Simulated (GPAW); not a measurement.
# In (I4/mmm) in GPAW: single point with PBE

Aim: the single point of In with PBE.

Everything below comes from runs of GPAW 26.7.0. Logs are shortened: lines on timing, memory, paths and dates and some standing lists are left out, and cuts for length are marked. The log counts tension as positive stress, the text compression.

## (1) The structure

Symmetry: I4/mmm, No. 139, tetragonal system. Conventional cell: a = 3.251 Å, b = 3.251 Å, c = 4.947 Å, α = 90.00°, β = 90.00°, γ = 90.00°. Around In (site symmetry 4/mmm) lie 12 In at 3.25 to 3.38 Å.

## (2) Single point, PBE

run.py reads:

```python
from ase.dft.bandgap import bandgap
from ase.io import read, write
from ase.units import GPa
from gpaw import GPAW, PW

atoms = read('In.xyz')

calc = GPAW(mode=PW(450),
            xc='PBE',
            kpts={'size': (9, 9, 9), 'gamma': True},
            occupations={'name': 'fermi-dirac', 'width': 0.05},
            nbands=14,
            maxiter=120,
            txt='gpaw.txt')
atoms.calc = calc
energy = atoms.get_potential_energy()
forces = atoms.get_forces()
stress = atoms.get_stress()
calc.write('gs.gpw')
write('result.traj', atoms)
print(f'Energy: {energy:.6f} eV')
print('Forces (eV/A):')
print(forces.round(4))
print('Stress (GPa):', (stress / GPa).round(3))
print('Fermi level:', round(calc.get_fermi_level(), 4), 'eV')
print(f'Gap: {bandgap(calc)[0]:.4f} eV, direct: {bandgap(calc, direct=True)[0]:.4f} eV')
```

In.xyz reads:

```xyz
1
Lattice="-1.6254700000 1.6254700000 2.4737000000 1.6254700000 -1.6254700000 2.4737000000 1.6254700000 1.6254700000 -2.4737000000" Properties=species:S:1:pos:R:3 pbc="T T T"
In     0.0000000000      0.0000000000      0.0000000000
```

Potentials or basis: GPAW PAW data sets (gpaw-data 1.2.1), pw.

On the command line:

```bash
> OMP_NUM_THREADS=1 python run.py
```

gpaw.txt:

```text
__  _  _
 | _ |_)|_||  |
 |__||  | ||/\| - 26.7.0

Input parameters:
  mode=PW(ecut=450.00000000000006),
  kpts=MonkhorstPack(size=(9, 9, 9), gamma=True),
  maxiter=120,
  nbands=14,
  occupations=Occupations(name='fermi-dirac', width=0.05),
  xc=XC(name='PBE')

Diagonalizing LCAO Hamiltonian
Converting LCAO to pw mode

       In

Atoms  # Å, Bohr magnetons
|   | symbol |        x |        y |        z |    initial magnetic moments |
|---|--------|----------|----------|----------|-----------------------------|
| 0 |     In | 0.000000 | 0.000000 | 0.000000 | ( 0.0000,  0.0000,  0.0000) |

Unit cell  # Å
| periodic |         x |         y |         z |  lengths |     angles |
|----------|-----------|-----------|-----------|----------|------------|
|      yes | -1.625470 |  1.625470 |  2.473700 | 3.376906 | 122.452932 |
|      yes |  1.625470 | -1.625470 |  2.473700 | 3.376906 | 122.452932 |
|      yes |  1.625470 |  1.625470 | -2.473700 | 3.376906 |  85.801437 |

Number of symmetries: 16
Symmetry operations  # r_c * U_cc + t_c -> r_c
|    | kind |            matrix            |
|----|------|------------------------------|
|  0 |  σ   |  1, 1, 1,  0, 0,-1,  0,-1, 0 |
|  1 |  C4  |  1, 1, 1,  0, 0,-1, -1, 0, 0 |
|  2 |  E   |  1, 0, 0,  0, 1, 0,  0, 0, 1 |
|  3 |  σ   |  1, 0, 0,  0, 1, 0, -1,-1,-1 |
|  4 |  σ   |  0, 1, 0,  1, 0, 0,  0, 0, 1 |
|  5 |  C2  |  0, 1, 0,  1, 0, 0, -1,-1,-1 |
|  6 |  C2  |  0, 0, 1, -1,-1,-1,  1, 0, 0 |
|  7 |  S4  |  0, 0, 1, -1,-1,-1,  0, 1, 0 |
|  8 |  C4  |  0, 0,-1,  1, 1, 1,  0,-1, 0 |
|  9 |  σ   |  0, 0,-1,  1, 1, 1, -1, 0, 0 |
| 10 |  σ   |  0,-1, 0, -1, 0, 0,  1, 1, 1 |
| 11 |  C2  |  0,-1, 0, -1, 0, 0,  0, 0,-1 |
| 12 |  C2  | -1, 0, 0,  0,-1, 0,  1, 1, 1 |
| 13 |  i   | -1, 0, 0,  0,-1, 0,  0, 0,-1 |
| 14 |  S4  | -1,-1,-1,  0, 0, 1,  1, 0, 0 |
| 15 |  C2  | -1,-1,-1,  0, 0, 1,  0, 1, 0 |

BZ-sampling:
  Number of BZ points: 729
  Number of IBZ points: 75

  Monkhorst-Pack size: [9, 9, 9]
  Monkhorst-Pack shift: [0, 0, 0]

K-points  # in reciprocal-cell coordinates
|     |                                coordinates |     weight |
|-----|--------------------------------------------|------------|
|   0 | (  0.00000000,   0.00000000,   0.00000000) | 0.00137174 |
|   1 | (  0.11111111,  -0.11111111,   0.00000000) | 0.00548697 |
|   2 | (  0.11111111,  -0.11111111,   0.11111111) | 0.00548697 |
|   3 | (  0.11111111,   0.00000000,   0.00000000) | 0.01097394 |
|   4 | (  0.11111111,   0.11111111,  -0.11111111) | 0.00274348 |
|   5 | (  0.22222222,  -0.22222222,   0.00000000) | 0.00548697 |
|   6 | (  0.22222222,  -0.22222222,   0.11111111) | 0.01097394 |
|   7 | (  0.22222222,  -0.22222222,   0.22222222) | 0.00548697 |
|   8 | (  0.22222222,  -0.11111111,   0.00000000) | 0.02194787 |
|   9 | (  0.22222222,  -0.11111111,   0.11111111) | 0.01097394 |
| ... |                                            |            |
|  74 | (  0.44444444,   0.44444444,   0.44444444) | 0.01097394 |

Plane wave coefficients: 584
Cutoff: 450.00000000000006 eV

Spin-components: 1 (collinear spins)
Bands:           14
Projectors:      6
Spin-degeneracy: 2
Datatype:        complex128

Parallelization:
  kpt:    1
  domain: 1
  band:   1

Density:
  Valence electrons: 13.0
  Components: 1
  Grid points: [18 18 18]
  Charge: 0.0  # |e|

Potential:
  Grid points: [18 18 18]

species:
  In:
    name:    Indium
    Z:       49.0
    valence: 13
    core:    36
    charge:  0.0  # [|e|]
    compensation charges:
      type: gauss
      rc: 0.36  # [Å]
      lmax: 2
    cutoffs:
      filter: 2.09  # [Å]
      core: 2.48  # [Å]
    projectors
    | kind |    occ | energy [eV] | rcut [Å] |
    |------|--------|-------------|----------|
    |   5s |  2.000 |      -8.203 |    1.185 |
    |   5p |  1.000 |      -2.521 |    1.244 |
    |   4d | 10.000 |     -18.629 |    1.148 |
    |    s |        |      19.008 |    1.185 |
    |    p |        |      24.691 |    1.244 |
    |    d |        |       8.583 |    1.148 |

    Using partial waves for In as LCAO basis

Reference energy: -159975.419660  # eV

eigensolver:
  PPCG
  Converge bands: occupied
  niter=2

density mixing:
  MSR1-Mixer
  Pratt-step length: 0.05
  Maximum mixing coefficient: 0.75
  Old densities: 10
  SVD Regularization: 0.005
  Good broyden scale: 1.0
  Trust region scale: 1.0
  Backstep threshold: 4.0
  History deletion threshold: 6.0
  Fourier metric: weight=20.0, sigma=0.015

occupation numbers:
  Fermi-Dirac:
    width: 0.0500  # eV

poisson solver:
  ecut: 3600.0000000000005  # eV

xc functional:
  name: PBE with 2 nearest neighbor stencil

convergence criteria:
- Maximum [total energy] change in last 3 cyles: 0.0005 eV / valence electron
- Maximum integral of absolute [dens]ity change: 0.0001 electrons / valence electron
- Maximum integral of absolute [eigenst]ate change: 4e-08 eV^2 / valence electron
maximum number of iterations: 120

SCF iterations
|iter     | |      energy | eigst |  dens |
|---------|-|-------------|-------|-------|
|iter:   1| |   -2.739835 | -0.73 |       |
|iter:   2| |   -2.735971 | -2.54 | -1.58 |
|iter:   3| |   -2.707829 | -2.78 | -1.61 |
|iter:   4| |   -2.707360 | -3.82 | -2.08 |
|iter:   5| |   -2.707489c| -4.48 | -2.67 |
|iter:   6| |   -2.707495c| -6.16 | -3.76 |
|iter:   7| |   -2.707496c| -7.08 | -4.25c|
|iter:   8| |   -2.707496c| -8.19c| -5.26c|

Converged in 8 steps
Energy contributions relative to reference atoms: (reference = -159975.419660)

Energy contributions:
  Kinetic:          12.161359
  Coulomb:         -11.121685
  Zero:              0.237764
  External:          0.000000
  Xc:               -3.982377
  Entropy:          -0.005114
  Spinorbit:         0.000000
  ----------------------------
  Free energy:      -2.710053
  Extrapolated:     -2.707496

dipole moment: (-5.491660, -5.491660, -8.357410)  # |e|*Ang

Fermi level: 7.044
Eigenvalues  # (at kpt = [0.000, 0.000, 0.000])
| band index |      eig [eV] | occ [0-2] |
|------------|---------------|-----------|
|          0 |        -7.622 |     2.000 |
|          1 |        -7.516 |     2.000 |
|          2 |        -7.516 |     2.000 |
|          3 |        -7.434 |     2.000 |
|          4 |        -7.326 |     2.000 |
|          5 |        -2.561 |     2.000 |
|          6 |        17.508 |     0.000 |
|          7 |        17.508 |     0.000 |
|          8 |        17.675 |     0.000 |
|          9 |        18.639 |     0.000 |
|         10 |        20.935 |     0.000 |
|         11 |        21.065 |     0.000 |
|         12 |        21.065 |     0.000 |
|         13 |        22.382 |     0.000 |

No gap
No difference between direct/indirect transitions

Forces  # eV/Ang
|        x |       y |       z |
|----------|---------|---------|
| -0.00000 | 0.00000 | 0.00000 |  # In   0

Stress tensor  # eV/Ang^3
|        x |        y |        z |
|----------|----------|----------|
| 0.001742 | 0.000000 | 0.000000 |
| 0.000000 | 0.001742 | 0.000000 |
| 0.000000 | 0.000000 | 0.000944 |

# Writing to gs.gpw (mode='')
```

Wall time 15 s (1 thread of Arm Neoverse V1, shared host); peak memory 0.13 GiB.

Results:

| Item | Value |
| --- | --- |
| Free energy | -2.7101 eV |
| Pressure | -0.2 GPa |
| Band gap on the k mesh | none (metal or under the smearing width) |

Levels at points of the mesh, in eV from the Fermi level:
| k point | band 3 | band 4 | band 5 | band 6 | band 7 | band 8 | band 9 | band 10 |
| --- | --- | --- | --- | --- | --- | --- | --- | --- |
| (0.00, 0.00, 0.00) | -14.56 | -14.48 | -14.37 | -9.60 | 10.46 | 10.46 | 10.63 | 11.59 |

Caveat: the cutoff is short for stress and forces, so pressures can be off by a GPa or more.
